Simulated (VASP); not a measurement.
## GaN (strained rocksalt), r²SCAN single-point calculation: Ansatz's output and VASP's

```xyz
2
Lattice="0.0000 2.1296 2.0885 2.1296 0.0000 2.0885 2.1296 2.1296 0.0000" Properties=species:S:1:pos:R:3 pbc="T T T"
Ga    0.0000    0.0000    0.0000
N     2.1296    2.1296    2.0885
```

Ansatz printed

```
SCF 1 converged in 8 iterations: F = -4175.433248 eV  dr2 = 3.02e-8
  greatest PAW one-centre occupation: 0.996 electrons in one spin orbital (limit 2), on the Ga atom at site 0 (counted from 0), in its partial waves of l = 2
NSCF: frozen V_eff on 8 k-points
SCF converged after 8 iterations
Free energy (F): -4175.433248 eV
Harris-Foulkes:  -4175.433248 eV  (|F-HF|=1.97e-8)
Internal energy: -4175.433248 eV  (E = F + TS)
E sigma→0 (E₀):  -4175.433248 eV
Fermi energy:    12.864727 eV
--- Per-component energies (eV) ---
  E_band       = 35.632187
  E_kinetic    = 248.031890
  E_local      = -1673.612503  (includes V_loc(G=0)·N_el)
  E_nonlocal   = 479.559426
  E_hartree    = 788.318408
  E_xc         = -121.422973
  E_vxc        = -142.888116  (∫ρ·V_xc dr)
  E_paw        = -2141.394575  (= ΣΔE_a)
  E_vpaw       = -459.646534  (= ΣTr[D̂ρ^β])
  E_aug_tail   = -0.000021  (compensation charges beyond the density's cutoff)
  E_vtau       = 7.552738  (kinetic-family band-sum trace: ∫τ·v_τ [+ j·A + Jᵃ·Aᵃ] dr)
  E_ewald      = -1754.230266
  E_core_change = -0.682634  (= ΣΔE_core)
  E_smearing   = -0.000000  (= −TS)
  E_closure    = 0.000000  (closes the sum)
  Σ components = -4175.433248   (vs F -4175.433248, Δ=0.00e0)
--- Forces (eV/Å), atoms counted from 1 ---
  atom   1  Ga     0.00000000     0.00000000     0.00000000
  atom   2  N      0.00000000    -0.00000000    -0.00000000
  max |Σ_I F_I| component: 2.21e-29 eV/Å
--- Stress (GPa, compression-positive) ---
       -3.485357       0.000000      -0.000000
        0.000000      -3.485357      -0.000000
       -0.000000      -0.000000      -0.043983
  P = ⅓ Tr σ = -2.3382 GPa (-23.382 kbar)
--- Band table (eV; the first three rows and the last of 102) ---
  k-point 0: bands = ["-5.1553", "-1.6307", "-1.6307", "-1.6236", "-1.5639", "-1.5351", "12.2410", "12.4261", "12.4261", "15.6097", "28.1571", "28.1571", "28.3180"]
  k-point 1: bands = ["-4.9607", "-1.6358", "-1.6240", "-1.6168", "-1.5732", "-1.5502", "11.1755", "12.3414", "12.4365", "16.5757", "25.9460", "27.3796", "27.7474"]
  k-point 2: bands = ["-4.3987", "-1.6617", "-1.6558", "-1.6437", "-1.5415", "-1.5385", "9.0926", "12.4271", "12.4729", "17.9131", "23.9048", "25.5697", "26.0638"]
  k-point 101: bands = ["-3.5746", "-1.7997", "-1.4488", "-1.3536", "-1.3536", "1.3660", "5.7042", "9.6958", "9.6958", "13.8552", "21.1883", "26.0670", "28.3472"]
```

Datasets and cutoffs are each program's own. VASP's cell holds 18 valence electrons and Ansatz's 18. Ansatz's stress includes a Pulay correction; VASP's doesn't.

Task: What does VASP give for the same cell and level of theory?

Result: gap between bands v and c 0.94 eV; least direct gap 3.21 eV; pressure -1.0 GPa.

From OUTCAR

```
k-points           NKPTS =    102   k-points in BZ     NKDIM =    102   number of bands    NBANDS=     16

   NELECT =      18.0000    total number of electrons

   dimension x,y,z NGX =    24 NGY =   24 NGZ =   24
   dimension x,y,z NGXF=    48 NGYF=   48 NGZF=   48

  energy-cutoff  :      520.00
  volume of cell :       18.94
      direct lattice vectors                 reciprocal lattice vectors
     0.000000000  2.129600387  2.088508512    -0.234785833  0.234785833  0.239405297
     2.129600387  0.000000000  2.088508512     0.234785833 -0.234785833  0.239405297
     2.129600387  2.129600387  0.000000000     0.234785833  0.234785833 -0.239405297

 k-points in reciprocal lattice and weights: KPOINTS created by Atomic Simulation Env
   0.00000000  0.00000000  0.00000000       0.001
   0.10000000  0.00000000  0.00000000       0.008
   0.20000000  0.00000000  0.00000000       0.008
   0.30000000  0.00000000  0.00000000       0.008
   0.40000000  0.00000000  0.00000000       0.008
   0.50000000  0.00000000  0.00000000       0.004
   0.10000000  0.10000000  0.00000000       0.002
   0.20000000  0.10000000  0.00000000       0.008
   ...

 E-fermi :   7.7754

 k-point     1 :       0.0000    0.0000    0.0000
  band No.  band energies     occupation
      1     -10.4177      2.00000
      2      -6.7765      2.00000
      3      -6.7765      2.00000
      4      -6.7687      2.00000
      5      -6.7204      2.00000
      6      -6.6919      2.00000
      7       6.9710      2.00000
      8       7.1541      2.00000
      9       7.1541      2.00000
     10      10.3686      0.00000
     11      22.9979      0.00000
     12      22.9980      0.00000
     13      23.1563      0.00000
     14      24.1985      0.00000
     15      24.1986      0.00000
     16      24.8131      0.00000

 k-point     2 :       0.1000    0.0000    0.0000
  band No.  band energies     occupation
      1     -10.2225      2.00000
      2      -6.7817      2.00000
      3      -6.7713      2.00000
      4      -6.7626      2.00000
      5      -6.7282      2.00000
      6      -6.7065      2.00000
      7       5.9095      2.00000
      8       7.0722      2.00000
      9       7.1662      2.00000
     10      11.3304      0.00000
     11      20.7099      0.00000
     12      22.1596      0.00000
     13      22.5357      0.00000
     14      24.2471      0.00000
     15      24.3023      0.00000
     16      24.7410      0.00000

 k-point     3 :       0.2000    0.0000    0.0000
  band No.  band energies     occupation
      1      -9.6585      2.00000
      2      -6.8159      2.00000
      3      -6.8032      2.00000
      4      -6.7967      2.00000
      5      -6.6898      2.00000
      6      -6.6872      2.00000
      7       3.8303      2.00000
      8       7.1622      2.00000
      9       7.2071      2.00000
     10      12.6673      0.00000
     11      18.6422      0.00000
     12      20.3203      0.00000
     13      20.8167      0.00000
     14      24.1282      0.00000
     15      25.4284      0.00000
     16      25.5045      0.00000

 k-point     4 :       0.3000    0.0000    0.0000
  band No.  band energies     occupation
      1      -8.8071      2.00000
      2      -6.8865      2.00000
      3      -6.8732      2.00000
      4      -6.8318      2.00000
      5      -6.6316      2.00000
      6      -6.6256      2.00000
      7       1.7179      2.00000
      8       7.2772      2.00000
      9       7.2983      2.00000
     10      13.2500      0.00000
     11      17.7662      0.00000
     12      18.6769      0.00000
     13      19.1655      0.00000
     14      24.1950      0.00000
     15      27.3279      0.00000
     16      27.3480      0.00000

 k-point     5 :       0.4000    0.0000    0.0000
  band No.  band energies     occupation
      1      -7.8773      2.00000
      2      -6.9441      2.00000
      3      -6.9347      2.00000
      4      -6.8848      2.00000
      5      -6.5840      2.00000
      6      -6.5719      2.00000
      7       0.0019      2.00000
      8       7.3521      2.00000
      9       7.4291      2.00000
     10      13.0999      0.00000
     11      17.5875      0.00000
     12      17.7564      0.00000
     13      18.0671      0.00000
     14      24.7037      0.00000
     15      29.7765      0.00000
     16      29.8422      0.00000

 k-point     6 :       0.5000    0.0000    0.0000
  band No.  band energies     occupation
      1      -7.3628      2.00000
      2      -6.9708      2.00000
      3      -6.9661      2.00000
      4      -6.9579      2.00000
      5      -6.5656      2.00000
      6      -6.5513      2.00000
      7      -0.7172      2.00000
      8       7.3857      2.00000
      9       7.4847      2.00000
     10      12.9546      0.00000
     11      17.2060      0.00000
     12      17.6261      0.00000
     13      17.8891      0.00000
     14      25.0713      0.00000
     15      31.9517      0.00000
     16      31.9826      0.00000

 ...

  Total       -0.2701473     -0.2701473      0.1688887      0.0000000      0.0000000      0.0000000
  in kB      -22.8480259    -22.8480259     14.2839624      0.0000000      0.0000000      0.0000000
  external PRESSURE =     -10.4706964 kB  Pullay stress =       0.0000000 kB

 POSITION                                       TOTAL-FORCE (eV/Angst)
 -----------------------------------------------------------------------------------
      0.00000      0.00000      0.00000        -0.000000      0.000000     -0.000000
      2.12960      2.12960      2.08851         0.000000     -0.000000      0.000000
 -----------------------------------------------------------------------------------
    total drift:                                0.000000     -0.000000     -0.000000

  FREE ENERGIE OF THE ION-ELECTRON SYSTEM (eV)
  ---------------------------------------------------
  free  energy   TOTEN  =       -20.9734224022 eV

  energy  without entropy=      -20.9734224022  energy(sigma->0) =      -20.97342240
```
